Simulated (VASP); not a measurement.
# CuI (Marshite) (F-43m) in VASP: notebook, part 2 of 2

VASP 6.6.1. The steps go on from the part before.

## Step 3: Relaxation of the atoms, PBE+D3(BJ) (a relaxed cell with its volume scaled by 0.94)

INCAR

```
PREC     = Accurate       # precision mode
ENCUT    = 600            # plane-wave cutoff, eV
EDIFF    = 1E-7           # SCF threshold, eV
ISMEAR   = 0              # smearing method
SIGMA    = 0.03           # smearing width, eV
LREAL    = False          # projectors in reciprocal space
LASPH    = True           # aspherical terms in the spheres
NELM     = 80             # most SCF steps
ALGO     = Normal         # electronic algorithm
ISIF     = 2              # what is computed and relaxed
LWAVE    = False          # write WAVECAR
LCHARG   = False          # write CHGCAR
GGA      = PE             # functional
IVDW     = 12             # dispersion correction
IBRION   = 2              # ionic algorithm
NSW      = 40             # ionic steps
EDIFFG   = -0.01          # ionic threshold
```

KPOINTS

```
regular mesh
0
Gamma
  8 8 8
```

POSCAR

```
CuI                                     
1.0
    0.0000000000      2.9259777797      2.9259777797
    2.9259777797      0.0000000000      2.9259777797
    2.9259777797      2.9259777797      0.0000000000
  Cu              I             
     1     1
Direct
     0.2500000000000000    0.2500000000000000    0.2500000000000000
     0.0000000000000000    0.0000000000000000    0.0000000000000000
```

Potentials or basis: VASP PAW PBE potentials, release 64 (Cu, I).

Command:

```console
cat potpaw_PBE.64/Cu/POTCAR potpaw_PBE.64/I/POTCAR > POTCAR
mpirun -np 1 vasp_std > vasp.out
```

OUTCAR:

```text
PREC = Accurate
   ENCUT = 600
   EDIFF = 1E-7
   ISMEAR = 0
   LREAL = False
   LASPH = True
   NELM = 80
   ISIF = 2
   GGA = PE
   IVDW = 12
   IBRION = 2
   NSW = 40
   EDIFFG = -0.01
 IVDW          = 12

 ion  position               nearest neighbor table
   1  0.250  0.250  0.250-   2 2.53   2 2.53   2 2.53   2 2.53
   2  0.000  0.000  0.000-   1 2.53   1 2.53   1 2.53   1 2.53

  LATTYP: Found a face centered cubic cell.
 ALAT       =     5.8519555594

  Lattice vectors:

 A1 = (   0.0000000000,   2.9259777797,   2.9259777797)
 A2 = (   2.9259777797,   0.0000000000,   2.9259777797)
 A3 = (   2.9259777797,   2.9259777797,   0.0000000000)

Analysis of symmetry for initial positions (statically):
=====================================================================
 Subroutine PRICEL returns:
 Original cell was already a primitive cell.

 Routine SETGRP: Setting up the symmetry group for a
 face centered cubic supercell.

 Subroutine GETGRP returns: Found 24 space group operations
 (whereof 24 operations were pure point group operations)
 out of a pool of 48 trial point group operations.

The static configuration has the point symmetry T_d .

Analysis of symmetry for dynamics (positions and initial velocities):
=====================================================================
 Subroutine PRICEL returns:
 Original cell was already a primitive cell.

 Routine SETGRP: Setting up the symmetry group for a
 face centered cubic supercell.

 Subroutine GETGRP returns: Found 24 space group operations
 (whereof 24 operations were pure point group operations)
 out of a pool of 48 trial point group operations.

The dynamic configuration has the point symmetry T_d .

 Subroutine INISYM returns: Found 24 space group operations
 (whereof 24 operations are pure point group operations),
 and found     1 'primitive' translations

----------------------------------------------------------------------------------------
[... 124 lines left out ...]
 conjugate gradient relaxation of ions
 non-spin polarized calculation
 Gauss-broadening in eV      SIGMA  =   0.03
  energy-cutoff  :      600.00
  volume of cell :       50.10
 maximum number of plane-waves:      1700
 NGX is ok and might be reduce to    36
   NGX = 17   NGY = 17   NGZ = 17

 number of electron      18.0000005 magnetization

 Free energy of the ion-electron system (eV)
  ---------------------------------------------------
  ext. energy  EPLUGINS =         0.00000000
  ---------------------------------------------------
  free energy    TOTEN  =        -5.45897363 eV

  energy without entropy =       -5.45897363  energy(sigma->0) =       -5.45897363

 E-fermi :   5.7972     XC(G=0):  -9.4378

 val. band max:        5.6481461770   @ k =   0.0000   0.0000   0.0000
 cond. band min:       7.1005384706   @ k =   0.0000   0.0000   0.0000
 fundamental gap:      1.4523922936
 Fermi energy:         5.7971657993

 k-point     1 :       0.0000    0.0000    0.0000
  band No.  band energies     occupation
      1      -8.9663      2.00000
      2       1.4902      2.00000
      3       1.4902      2.00000
      4       1.4902      2.00000
      5       3.3137      2.00000
      6       3.3137      2.00000
      7       5.6481      2.00000
      8       5.6481      2.00000
      9       5.6481      2.00000
     10       7.1005      0.00000
     11      10.3943      0.00000
     12      10.3943      0.00000
     13      10.3943      0.00000
[... 354 lines left out ...]
  band No.  band energies     occupation
      1      -8.1209      2.00000
      2      -0.3140      2.00000
      3       0.9305      2.00000
      4       1.5061      2.00000
      5       3.2337      2.00000
      6       3.3253      2.00000
      7       3.4631      2.00000
      8       4.0000      2.00000
      9       4.3690      2.00000
     10       9.3682      0.00000
     11      10.1848      0.00000
     12      12.0268      0.00000
     13      13.3170      0.00000

 [... further k-points ...]

------------------------ aborting loop because EDIFF is reached ----------------------------------------

 Edisp (eV)   -0.77078

 E8    (eV) :    -0.3394

  FORCE on cell =-STRESS in cart. coord.  units (eV):
  Direction    XX          YY          ZZ          XY          YZ          ZX
  --------------------------------------------------------------------------------------
  -------------------------------------------------------------------------------------
  Total       1.04351     1.04351     1.04351    -0.00000    -0.00000    -0.00000
  in kB      33.37057    33.37057    33.37057    -0.00000    -0.00000    -0.00000
  external pressure =       33.37 kB  Pullay stress =        0.00 kB

 VOLUME and BASIS-vectors are now :
 -----------------------------------------------------------------------------
  energy-cutoff  :      600.00
  volume of cell :       50.10
      direct lattice vectors                 reciprocal lattice vectors
     0.000000000  2.925977780  2.925977780    -0.170883048  0.170883048  0.170883048
     2.925977780  0.000000000  2.925977780     0.170883048 -0.170883048  0.170883048
     2.925977780  2.925977780  0.000000000     0.170883048  0.170883048 -0.170883048

 POSITION                                       TOTAL-FORCE (eV/Angst)
 -----------------------------------------------------------------------------------
      1.46299      1.46299      1.46299        -0.000000     -0.000000     -0.000000
      0.00000      0.00000      0.00000         0.000000      0.000000      0.000000
 -----------------------------------------------------------------------------------
    total drift:                                0.000000      0.000000      0.000000

  FREE ENERGIE OF THE ION-ELECTRON SYSTEM (eV)
  ---------------------------------------------------
  free  energy   TOTEN  =        -6.2297498683 eV

  energy  without entropy=       -6.2297498683  energy(sigma->0) =       -6.22974987

 reached required accuracy - stopping structural energy minimisation
```

OSZICAR:

```text
N       E                     dE             d eps       ncg     rms          rms(c)
DAV:   1     0.106719626037E+03    0.10672E+03   -0.85650E+03   754   0.170E+03
DAV:   2     0.260019101189E+01   -0.10412E+03   -0.98590E+02   759   0.293E+02
DAV:   3    -0.547853636816E+01   -0.80787E+01   -0.79211E+01  1037   0.865E+01
DAV:   4    -0.573671834841E+01   -0.25818E+00   -0.25799E+00   815   0.134E+01
DAV:   5    -0.574762914825E+01   -0.10911E-01   -0.10910E-01  1097   0.330E+00    0.625E+00
DAV:   6    -0.565202155507E+01    0.95608E-01   -0.44599E+00   780   0.651E+01    0.400E+00
DAV:   7    -0.546079939128E+01    0.19122E+00   -0.10252E+00   849   0.389E+01    0.200E+00
DAV:   8    -0.546286594300E+01   -0.20666E-02   -0.61196E-02  1113   0.438E+00    0.565E-01
DAV:   9    -0.545875910919E+01    0.41068E-02   -0.18863E-02   951   0.462E+00    0.179E-01
DAV:  10    -0.545893834798E+01   -0.17924E-03   -0.87433E-04   879   0.284E-01    0.986E-02
DAV:  11    -0.545897512232E+01   -0.36774E-04   -0.50862E-04   965   0.751E-01    0.309E-02
DAV:  12    -0.545897590103E+01   -0.77871E-06   -0.51358E-05  1178   0.123E-01    0.329E-02
DAV:  13    -0.545897452563E+01    0.13754E-05   -0.23304E-06  1146   0.309E-02    0.166E-02
DAV:  14    -0.545897331531E+01    0.12103E-05   -0.70420E-06  1073   0.919E-02    0.193E-03
DAV:  15    -0.545897368307E+01   -0.36775E-06   -0.11578E-06   819   0.729E-03    0.456E-03
DAV:  16    -0.545897363136E+01    0.51709E-07   -0.37398E-08   437   0.200E-03
   1 F= -.62297499E+01 E0= -.62297499E+01  d E =-.622975E+01
```

CONTCAR:

```text
CuI
   1.00000000000000
     0.0000000000000000    2.9259777797000002    2.9259777797000002
     2.9259777797000002    0.0000000000000000    2.9259777797000002
     2.9259777797000002    2.9259777797000002    0.0000000000000000
  Cu              I
     1     1
Direct
     0.2500000000000000    0.2500000000000000    0.2500000000000000
     0.0000000000000000    0.0000000000000000    0.0000000000000000

  0.00000000E+00  0.00000000E+00  0.00000000E+00
  0.00000000E+00  0.00000000E+00  0.00000000E+00
```

Wall time 14 s (1 thread of Intel Xeon 6975P-C (Granite Rapids), shared host); peak memory 0.22 GiB.

What came out:

```
Free energy                : -6.2297 eV
Pressure after relaxing    : 3.3 GPa
Band gap on the k mesh     : 1.45 eV, direct
Dispersion energy per atom : -0.385 eV
```

Final structure:
```
Cu I
1.0
     0.00000    2.92598    2.92598
     2.92598    0.00000    2.92598
     2.92598    2.92598    0.00000
Cu I
1 1
Direct
  0.25000 0.25000 0.25000
  0.00000 0.00000 0.00000
```

Caveat: the relaxation stopped at its first step, so nothing moved; spin-orbit coupling is left out, which moves the levels of the heavy elements.
